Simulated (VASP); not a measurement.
# AlAs (F-43m) in VASP: notebook, part 2 of 2

VASP 6.6.1. The steps go on from the part before.

## (5) Dielectric tensor, PBE

File INCAR:

```
SYSTEM = AlAs
ALGO = Normal ; EDIFF = 1E-8
ENCUT = 520 ; GGA = PE
ISIF = 2 ; ISMEAR = 0
LASPH = .True. ; LCHARG = .False.
LEPSILON = .True. ; LREAL = .False.
LWAVE = .False. ; NELM = 80
PREC = Accurate ; SIGMA = 0.03
```

File KPOINTS:

```
k-points
0
Monkhorst
  14 14 14
  0 0 0
```

File POSCAR:

```
AlAs                                    
1.0
    0.0000000000      2.8408844734      2.8408844734
    2.8408844734      0.0000000000      2.8408844734
    2.8408844734      2.8408844734      0.0000000000
  Al              As            
     1     1
Direct
     0.0000000000000000    0.0000000000000000    0.0000000000000000
     0.2500000000000000    0.2500000000000000    0.2500000000000000
```

Potentials or basis: VASP PAW PBE potentials, release 64 (Al, As).

Started as:

```
cat potpaw_PBE.64/Al/POTCAR potpaw_PBE.64/As/POTCAR > POTCAR
mpirun -np 1 vasp_std > vasp.out
```

OUTCAR:

```text
SYSTEM = AlAs
   EDIFF = 1E-8
   ENCUT = 520
   GGA = PE
   ISIF = 2
   ISMEAR = 0
   LASPH = .True.
   LEPSILON = .True.
   LREAL = .False.
   NELM = 80
   PREC = Accurate

 ion  position               nearest neighbor table
   1  0.000  0.000  0.000-   2 2.46   2 2.46   2 2.46   2 2.46
   2  0.250  0.250  0.250-   1 2.46   1 2.46   1 2.46   1 2.46

  LATTYP: Found a face centered cubic cell.
 ALAT       =     5.6817689468

  Lattice vectors:

 A1 = (   0.0000000000,   2.8408844734,   2.8408844734)
 A2 = (   2.8408844734,   0.0000000000,   2.8408844734)
 A3 = (   2.8408844734,   2.8408844734,   0.0000000000)

Analysis of symmetry for initial positions (statically):
=====================================================================
[... 511 lines left out ...]
    -0.00014 -0.66218  0.00000
    -0.66218 -0.00014  0.00000
     0.00000  0.00000 -0.00008

 MACROSCOPIC STATIC DIELECTRIC TENSOR (including local field effects in DFT)
 ------------------------------------------------------
           9.356768     0.000000    -0.000000
           0.000000     9.356768     0.000000
           0.000000    -0.000000     9.356768
 ------------------------------------------------------

 PIEZOELECTRIC TENSOR (including local field effects)  for field in x, y, z        (e  Angst)
          XX          YY          ZZ          XY          YZ          ZX
  --------------------------------------------------------------------------------
  x     0.00000     0.00000     0.00000    -0.00000    -1.89607    -0.00000
  y     0.00000     0.00000     0.00000     0.00000     0.00000    -1.89607
  z     0.00000     0.00000     0.00000    -1.89607     0.00000     0.00000

 PIEZOELECTRIC TENSOR (including local field effects)  for field in x, y, z        (C/m^2)
          XX          YY          ZZ          XY          YZ          ZX
  --------------------------------------------------------------------------------
  x     0.00000     0.00000     0.00000    -0.00000    -0.66248    -0.00000
  y     0.00000     0.00000     0.00000     0.00000     0.00000    -0.66248
  z     0.00000     0.00000     0.00000    -0.66248     0.00000     0.00000

 BORN EFFECTIVE CHARGES (including local field effects) (in |e|, cummulative output)
 ---------------------------------------------------------------------------------
 ion    1
    1     2.12689    -0.00000    -0.00000
    2     0.00000     2.12689     0.00000
    3     0.00000     0.00000     2.12689
 ion    2
    1    -2.12689     0.00000     0.00000
    2    -0.00000    -2.12689    -0.00000
    3    -0.00000    -0.00000    -2.12689
```

OSZICAR:

```text
N       E                     dE             d eps       ncg     rms          rms(c)
DAV:   1     0.146417618853E+02    0.14642E+02   -0.31340E+03  4504   0.754E+02
DAV:   2    -0.899882863604E+01   -0.23641E+02   -0.22765E+02  6064   0.894E+01
DAV:   3    -0.959894983681E+01   -0.60012E+00   -0.60012E+00  5448   0.190E+01
DAV:   4    -0.960208643845E+01   -0.31366E-02   -0.31366E-02  7248   0.153E+00
[... 12 lines left out ...]
RMM:   8    -0.117272182389E+01   -0.95760E-04   -0.10959E-06 42584   0.503E-03    0.518E-04
RMM:   9    -0.117271388700E+01    0.79369E-05   -0.72312E-08 41139   0.195E-03    0.147E-04
RMM:  10    -0.117271294878E+01    0.93822E-06   -0.91356E-09 42497   0.517E-04    0.594E-05
RMM:  11    -0.117271122267E+01    0.17261E-05   -0.98397E-09 36322   0.111E-04    0.137E-05
RMM:  12    -0.117271163820E+01   -0.41553E-06   -0.49143E-11 22023   0.460E-05    0.256E-06
```

stdout:

```text
POSCAR found type information on POSCAR AlAs
 POSCAR found :  2 types and       2 ions
 scaLAPACK will be used
 LDA part: xc-table for (Slater+PW92), standard interpolation
 -----------------------------------------------------------------------------
|                                                                             |
[... 38 lines left out ...]
 Linear response to external field, progress :
  Direction:   1
 dielectric tensor                  component  1 :     9.357     0.358     0.000
 Linear response to external field, progress :
  Direction:   2
 dielectric tensor                  component  2 :    -0.001     9.357    -0.375
 Linear response to external field, progress :
  Direction:   3
 dielectric tensor                  component  3 :     0.725    -0.008     9.357
 Born effective charges drift removed
```

Wall time 35 min (1 thread of Intel Xeon Platinum 8259CL at 2.50GHz (Skylake/Cascade Lake), shared host); peak memory 1.3 GiB.

What came out:

```yaml
Electronic_dielectric_tensor_diagonal: 9.36
Born_charges_mean_of_the_diagonal: Al +2.13; As -2.13 e
```

Electronic dielectric tensor:
```
9.36 0.00 0.00
0.00 9.36 0.00
0.00 0.00 9.36
```

Born effective charge tensors (e):
atom 1, Al
```
2.13 0.00 0.00
0.00 2.13 0.00
0.00 0.00 2.13
```
atom 2, As
```
-2.13  0.00  0.00
 0.00 -2.13  0.00
 0.00  0.00 -2.13
```

## (6) Optical spectrum, PBE

File INCAR:

```
SYSTEM = AlAs
ALGO = Normal ; CSHIFT = 0.1
EDIFF = 1E-6 ; ENCUT = 520
GGA = PE ; ISIF = 2
ISMEAR = 0 ; LASPH = .True.
LCHARG = .False. ; LOPTICS = .True.
LREAL = .False. ; LWAVE = .False.
NBANDS = 36 ; NEDOS = 1000
NELM = 80 ; PREC = Accurate
SIGMA = 0.03
```

File KPOINTS:

```
k-points
0
Gamma
  8 8 8
  0 0 0
```

POSCAR is that of step 5.

Potentials or basis: VASP PAW PBE potentials, release 64 (Al, As).

Started as:

```
cat potpaw_PBE.64/Al/POTCAR potpaw_PBE.64/As/POTCAR > POTCAR
mpirun -np 1 vasp_std > vasp.out
```

OUTCAR:

```text
SYSTEM = AlAs
   EDIFF = 1E-6
   ENCUT = 520
   GGA = PE
   ISIF = 2
   ISMEAR = 0
   LASPH = .True.
   LREAL = .False.
   NELM = 80
   PREC = Accurate

 ion  position               nearest neighbor table
   1  0.000  0.000  0.000-   2 2.46   2 2.46   2 2.46   2 2.46
   2  0.250  0.250  0.250-   1 2.46   1 2.46   1 2.46   1 2.46

[... 800 lines left out ...]
     1.86539    13.96375    13.96375    13.96375    -0.00000    -0.00000     0.00000
     2.48719    16.75857    16.75857    16.75857    -0.00000    -0.00000     0.00000
     3.10899     7.79709     7.79709     7.79709    -0.00000    -0.00000     0.00000
[... 92 lines left out ...]
    60.93613     0.93445     0.93445     0.93445     0.00000     0.00000    -0.00000
    61.55793     0.93581     0.93581     0.93581     0.00000     0.00000    -0.00000

  frequency dependent IMAGINARY DIELECTRIC FUNCTION (independent particle, no local field effects) current-current
     E(ev)      X         Y         Z        XY        YZ        ZX
  --------------------------------------------------------------------------------------------------------------
     0.00000    30.26546    30.26546    30.26546    -0.00000    -0.00000     0.00000
     0.62180     3.18326     3.18326     3.18326    -0.00000    -0.00000     0.00000
     1.24359     1.90442     1.90442     1.90442    -0.00000    -0.00000     0.00000
     1.86539     2.93891     2.93891     2.93891    -0.00000    -0.00000     0.00000
     2.48719     2.81110     2.81110     2.81110    -0.00000    -0.00000    -0.00000
     3.10899    10.03824    10.03824    10.03824    -0.00000     0.00000     0.00000
[... 92 lines left out ...]
    60.93613     0.00001     0.00001     0.00001     0.00000    -0.00000     0.00000
    61.55793     0.00001     0.00001     0.00001     0.00000    -0.00000     0.00000

  frequency dependent      REAL DIELECTRIC FUNCTION (independent particle, no local field effects) current-current
     E(ev)        X           Y           Z          XY          YZ          ZX
  --------------------------------------------------------------------------------------------------------------
     0.00000    10.38305    10.38305    10.38305    -0.00000    -0.00000     0.00000
     0.62180    10.61961    10.61961    10.61961    -0.00000    -0.00000     0.00000
     1.24359    11.46854    11.46854    11.46854    -0.00000    -0.00000     0.00000
     1.86539    13.78645    13.78645    13.78645    -0.00000    -0.00000     0.00000
     2.48719    16.63251    16.63251    16.63251    -0.00000    -0.00000     0.00000
     3.10899     7.19088     7.19088     7.19088    -0.00000    -0.00000     0.00000
[... 92 lines left out ...]
    60.93613     0.93448     0.93448     0.93448     0.00000     0.00000    -0.00000
    61.55793     0.93584     0.93584     0.93584     0.00000     0.00000    -0.00000
```

OSZICAR:

```text
N       E                     dE             d eps       ncg     rms          rms(c)
DAV:   1     0.188776309482E+02    0.18878E+02   -0.22940E+03  2088   0.163E+02
DAV:   2    -0.877820103593E+01   -0.27656E+02   -0.26313E+02  2744   0.483E+01
DAV:   3    -0.959671962429E+01   -0.81852E+00   -0.81194E+00  2572   0.702E+00
DAV:   4    -0.960101388642E+01   -0.42943E-02   -0.42934E-02  2548   0.536E-01
DAV:   5    -0.960105764456E+01   -0.43758E-04   -0.43757E-04  2560   0.514E-02    0.319E+00
DAV:   6    -0.941271744836E+01    0.18834E+00   -0.20242E-01  2408   0.639E-01    0.188E+00
DAV:   7    -0.937952498553E+01    0.33192E-01   -0.96900E-02  2568   0.519E-01    0.632E-01
DAV:   8    -0.938048038780E+01   -0.95540E-03   -0.73860E-03  2372   0.165E-01    0.690E-02
DAV:   9    -0.938068963597E+01   -0.20925E-03   -0.20962E-04  2604   0.326E-02    0.477E-02
DAV:  10    -0.938077284486E+01   -0.83209E-04   -0.47058E-05  2336   0.136E-02    0.206E-02
DAV:  11    -0.938078982849E+01   -0.16984E-04   -0.13451E-05  2520   0.783E-03    0.861E-03
DAV:  12    -0.938079002115E+01   -0.19266E-06   -0.96758E-07  2468   0.241E-03
   1 F= -.93807900E+01 E0= -.93807900E+01  d E =-.387989E-14
 imaginary and real dielectric function
```

It took 35 s on 1 thread of Intel Xeon Platinum 8259CL at 2.50GHz (Skylake/Cascade Lake), shared host; peak memory 0.19 GiB.

Results:

```
Free energy            : -9.3808 eV
Pressure               : 1.9 GPa
Band gap on the k mesh : 1.45 eV, indirect (least direct gap 1.97 eV)
```

Dielectric function (mean over the directions given):
```tsv
energy (eV)	real part	imaginary part
0.31	10.47	0.04
0.93	10.98	0.13
1.62	12.63	0.45
2.30	14.56	1.07
2.98	12.45	17.01
3.67	24.32	14.73
4.35	-11.73	15.05
5.04	0.30	12.82
5.72	-6.42	14.57
6.40	-5.60	6.79
7.03	-5.47	4.37
7.71	-2.87	1.99
8.39	-2.92	3.17
9.08	-2.56	1.74
9.76	-1.91	1.16
10.45	-1.96	1.04
11.13	-1.14	0.59
11.81	-1.11	0.47
12.50	-0.63	0.40
13.18	-0.51	0.39
13.80	-0.42	0.35
14.49	-0.18	0.27
15.17	-0.14	0.31
15.86	-0.07	0.27
16.54	0.04	0.16
17.22	0.15	0.12
17.91	0.23	0.25
18.59	0.21	0.15
19.28	0.29	0.09
19.96	0.37	0.11
```

Caveat: spectra need much finer meshes, so this one isn't converged; independent-particle spectra lack excitons. PBE gaps usually lie below the measured ones, often by a third to a half.

## (7) The runs side by side

```tsv
task	level	spin	k mesh	monkhorst-Pack mesh	gap on the mesh (eV)	pressure (GPa)
band structure	PBE	SOC, no magnetisation	6 × 6 × 6	-	-	2.0
band structure	TB-mBJ	off	8 × 8 × 8	-	2.18	-
band structure	TB-mBJ	SOC, no magnetisation	6 × 6 × 6	-	-	-
dielectric tensor	PBE	off	14 × 14 × 14	yes	-	-
optical spectrum	PBE	off	8 × 8 × 8	-	1.45	1.9
```

Alike in all rows: potentials or basis VASP PAW PBE potentials, release 64 (Al, As); cell as given; cutoff (eV) 520; smearing gaussian 0.03 eV.

Caveats: the PAW data sets were made with another functional, which shifts forces and pressure a little (some runs); spectra need much finer meshes, so this one isn't converged (some runs); independent-particle spectra lack excitons (some runs).

Total energies depend on the potentials used, so only differences within one code and one set of settings carry meaning.

## (8) Against experiment

Step 5. Measured high-frequency dielectric constant of AlAs: 8.16 (a printed reference work, textbook). This calculation gives 9.36 (+14.7 %).
